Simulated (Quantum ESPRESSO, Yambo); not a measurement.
An input for Yambo 5.3.0 (NaF (Villiaumite)):

```
optics
bss
bse
em1s
dipoles
rim_cut
RandQpts= 1000000
RandGvec= 1 RL
Chimod= "HARTREE"
BSKmod= "SEX"
BSEmod= "resonant"
BSSmod= "d"
BSENGexx= 30 Ry
BSENGBlk= 4 Ry
% BSEQptR
 1 | 1 |
%
% BSEBands
 7 | 10 |
%
% BEnRange
 0 | 13 | eV
%
% BDmRange
 0.1 | 0.1 | eV
%
BEnSteps= 131
% BLongDir
 1 | 0 | 0 |
%
% BndsRnXs
 1 | 34 |
%
NGsBlkXs= 4 Ry
% LongDrXs
 1 | 1 | 1 |
%
% KfnQP_E
 4.102 | 1.0 | 1.0 |
%
WRbsWF
```

The database entry behind the starting cell differs from later determinations by our own check (0.1 to 0.3 % short, probably kX units), so it need not match the best structure at ambient conditions.

```sh
OMP_NUM_THREADS=1 mpirun -n 4 yambo -F bse13.in -J bse13 -C bse13 > bse13.log
```

The stored states that it reads are on a 12×12×12 mesh. It takes space group Fm-3m (No. 225, cubic). The conventional cell has a = 4.620 Å, b = 4.620 Å, c = 4.620 Å, α = 90.00°, β = 90.00°, γ = 90.00°. Nearest to Na lie 6 F at 2.31 Å. Nearest to F lie 6 Na at 2.31 Å. Farther neighbours and most contacts between anions are not listed.

Question: How long will it take on 4 MPI ranks of Arm Neoverse N1, shared host, and how much memory?

It took 45 min; on shared hardware allow 23 min to 1.5 h. Peak host memory was 8.7 GiB.

The kernel grows as the square of the matrix size, and full diagonalisation as its cube.

[Paths, hosts, dates, memory and timing lines, banners, echoed tables and standing remarks are left out of the program output.]

[Logs are printed without paths, hosts, clocks, repeated set-up lines and the standing remarks that a program may print on its own settings, such as how far it seeks lower states.]

[Runs of the session that timed out or met a known fault of the program may be left out.]

[Hosts, paths, dates, database ids (printed as entryN), source tags and the programs' standing remarks are cut or masked in the printed files.]
